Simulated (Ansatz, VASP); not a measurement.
**HfO2 in VASP and in Ansatz**

```
Hf O
1.0
     0.00000    2.67625    2.61253
     2.67625    0.00000    2.61253
     2.67625    2.67625    0.00000
Hf O
1 2
Direct
  0.00000 0.00000 0.00000
  0.25000 0.25000 0.25000
  0.75000 0.75000 0.75000
```

Change from the starting cell: strain +0.050 along x and y, +0.025 along z, atoms carried along.

Alike in both runs: task single point; functional PBE; k mesh 8 × 8 × 8; occupations gaussian, width 0.05 eV; no spin polarisation.

|  | VASP | Ansatz |
| --- | --- | --- |
| version | VASP 6.6.1 | Ansatz 0.2.0 |
| potentials or method | VASP PAW PBE potentials, release 64 (Hf_pv, O) | scalar-relativistic, plane waves, PAW |
| plane-wave cutoff (eV) | 520 | 420 |
| valence electrons in the cell | 22 | 38 |

VASP gave:

* gap on the k mesh at the Fermi level (eV): 3.25
* least direct gap on the mesh (eV): 3.25
* pressure (GPa): -25.8
* largest component of the traceless stress (GPa): 6.23

Question: What did Ansatz give for the same quantities?

Answer: gap on the k mesh at the Fermi level (eV): 3.27; least direct gap on the mesh (eV): 3.27; pressure (GPa): -23.2; largest component of the traceless stress (GPa): 6.16.

The two sets of potentials don't hold the same shells in valence.

Caveats: so large a pressure means that the cell lies far from this level's equilibrium, or that cutoff or potentials fall short (VASP); spin-orbit coupling is left out, which moves the levels of the heavy elements. A k mesh can miss the band edges.
